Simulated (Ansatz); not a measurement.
## ZnO: energy less free atoms and pressure against volume scale

All results are calculated (Ansatz 0.2.0). Periodic Kohn-Sham DFT of a crystal at fixed atoms, scaled to volume_scale times the given cell; pressure positive in compression, energy less spherical unpolarised free atoms, largest_vzz the field gradient of largest size among the nuclei.

The cell before it is scaled or strained (space group P6_3mc, No. 186):
```
ZnO
1.0
      3.2494     0.0000     0.0000
     -1.6247     2.8141     0.0000
      0.0000     0.0000     5.2038
Zn O
2 2
Direct
  0.33333 0.66667 0.00000
  0.66667 0.33333 0.50000
  0.33333 0.66667 0.38210
  0.66667 0.33333 0.88210
```

Settings of every row: method all-electron LAPW; functional LDA; relativity scalar; k mesh 11x11x6; filling fermi-dirac; smearing width 0.02 eV; basis error target 0.5 meV/atom; nucleus gaussian.

Atom start moment: 0 on all atoms.

| row | volume scale | V (Å³/atom) | energy less free atoms (eV/atom) | pressure (GPa) |
| --- | --- | --- | --- | --- |
| 1 | 0.94 | 11.182 | -5.3101 | 2.24 |
| 2 | 0.96 | 11.42 | -5.3108 | -1.21 |
| 3 | 0.98 | 11.658 | ? | ? |
| 4 | 0.99 | 11.777 | -5.303 | -5.697 |
| 5 | 1 | 11.896 | -5.2982 | -7.03 |
| 6 | 1.01 | 12.015 | -5.2925 | -8.288 |
| 7 | 1.02 | 12.134 | -5.2859 | -9.476 |
| 8 | 1.04 | 12.372 | -5.2702 | -11.656 |
| 9 | 1.06 | 12.61 | -5.2514 | -13.598 |

Question: what energy less free atoms and pressure should row 3 give?

Worked fit of energy less free atoms. Take u = (V_r/V)^(2/3) − 1 with V_r = 11.956 Å³ an atom, which is twice the finite (Eulerian) strain; such expansions in the strain, on which the Birch-Murnaghan equation of state is built, carry the rest volume and the bulk modulus. The shown rows have u = 0.04563, 0.03105, 0.01011, 0.00336, -0.00328, -0.0098, -0.02254, -0.03488. Least squares give energy less free atoms = −5.29546 − 0.8601 × u + 11.668 × u² + 3.3 × u³ eV/atom; a parabola predicts inner rows, each left out in turn, worse (root mean square 6e-05 against 3.5e-05 eV/atom). All shown rows lie on it to the printed digit. Its lowest point lies at u = 0.0363, or V = 11.33 Å³ an atom, and the curvature there gives the bulk modulus at fixed shape and fractions, B = (4/9)(1 + u)² E″(u)/V = 162 GPa. Letting shape and atoms relax would as a rule lower it, by much in layered, chain or molecular crystals. The withheld row has u = 0.01697, so the fit gives −5.29546 − 0.8601 × (0.01697) + 11.668 × (0.01697)² + 3.3 × (0.01697)³ = -5.3067 eV/atom.

The calculation gave -5.3067 eV/atom. The fit meets it to the printed digit.

Worked fit of pressure. Take u = (V_r/V)^(2/3) − 1 with V_r = 11.956 Å³ an atom, which is twice the finite (Eulerian) strain; such expansions in the strain, on which the Birch-Murnaghan equation of state is built, carry the rest volume and the bulk modulus. The shown rows have u = 0.04563, 0.03105, 0.01011, 0.00336, -0.00328, -0.0098, -0.02254, -0.03488. Least squares give pressure = −7.6734 + 189.554 × u + 583 × u² + 528 × u³ GPa; a parabola predicts inner rows, each left out in turn, worse (root mean square 0.0082 against 0.0006 GPa). The rows lie off it by 0.000, 0.000, 0.000, 0.000, 0.001, 0.000, 0.000, 0.000. The pressure vanishes at u = 0.0363, or V = 11.33 Å³ an atom, and there the bulk modulus at fixed shape and fractions is B = −V dP/dV = (2/3)(1 + u) dP/du = 162 GPa. Letting shape and atoms relax would as a rule lower it, by much in layered, chain or molecular crystals. The withheld row has u = 0.01697, so the fit gives −7.6734 + 189.554 × (0.01697) + 583 × (0.01697)² + 528 × (0.01697)³ = -4.286 GPa.

The calculation gave -4.286 GPa. The fit meets it to the printed digit.
